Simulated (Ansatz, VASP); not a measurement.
## Two plane-wave programs on Te2Mo

```
Te Mo
1.0
     3.56023    0.00000    0.00000
    -1.78012    3.08325    0.00000
     0.00000    0.00000   17.52406
Te Mo
2 1
Cartesian
  0.0000 2.0555 15.7341
  0.0000 2.0555 1.7900
  0.0000 0.0000 0.0000
```

Alike in both runs: task relaxation of cell and atoms; functional PBEsol; k mesh 12 × 12 × 2; occupations gaussian, width 0.02 eV; no spin polarisation.

|  | VASP | Ansatz |
| --- | --- | --- |
| version | VASP 6.6.1 | Ansatz 0.2.0 |
| potentials or method | VASP PAW PBE potentials, release 64 (Te, Mo_sv) | scalar-relativistic, plane waves, PAW |
| plane-wave cutoff (eV) | 600 | 420 |
| valence electrons in the cell | 26 | 46 |

```tsv
	VASP	Ansatz	Ansatz less VASP
gap on the k mesh at the Fermi level, each at its own relaxed structure (eV)	1.20	1.20	-0.001
relaxed volume (Å³/atom)	62.00	61.66	-0.335
relaxed cell length with the largest relative difference (Å)	17.622	17.526	-0.0952
energy change over the relaxation (meV/atom)	-10	-10	-0.2
```

The two sets of potentials don't hold the same shells in valence.

Caveats: the PAW data sets were made with another functional, which shifts forces and pressure a little (VASP); spin-orbit coupling is left out, which moves the levels of the heavy elements. PBEsol gaps usually lie below the measured ones, often by a third to a half.
